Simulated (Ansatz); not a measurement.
**SnSe: relaxed-ion elastic tensor**

Computed with Ansatz 0.2.0, DFT PBEsol, scalar-relativistic, plane waves, PAW. Plane waves to 420 eV; Γ-centred k mesh 10×10×8; Gaussian smearing of 0.01 eV. No spin polarisation.

Equilibrium structure at this level:
```yaml
crystal:
  lattice:
    - [2.10701, -5.76410, 0.00000]
    - [2.10701, 5.76410, 0.00000]
    - [0.00000, 0.00000, 4.20215]
  atoms:
    - { symbol: Sn, position: [0.87720, 0.12280, 0.25000] }
    - { symbol: Sn, position: [0.12280, 0.87720, 0.75000] }
    - { symbol: Se, position: [0.64127, 0.35873, 0.25000] }
    - { symbol: Se, position: [0.35873, 0.64127, 0.75000] }
```

Question: Give the relaxed-ion elastic constants (GPa, Voigt order xx yy zz yz xz xy, on the axes of the cell above).

Answer:
C11 = 92.9, C12 = 11.3, C13 = 48.5, C22 = 70.4, C23 = 11.8, C33 = 85.1, C44 = 13.6, C55 = 65.7, C66 = 4.3 GPa; the others vanish.

Question: Is the crystal stable against homogeneous strain?

Answer: Yes: the least eigenvalue of the tensor is 4.3 GPa.

Question: And the moduli of a polycrystal (Hill averages)?

Answer: B = 42 GPa, G = 21 GPa, E = 53 GPa, ν = 0.29.

This form isn't the usual stable structure of the compound, though it has been observed.

Cost: 1 run of about 23 core-minutes, on Intel Xeon Platinum 8488C (Sapphire Rapids) (shared hosts).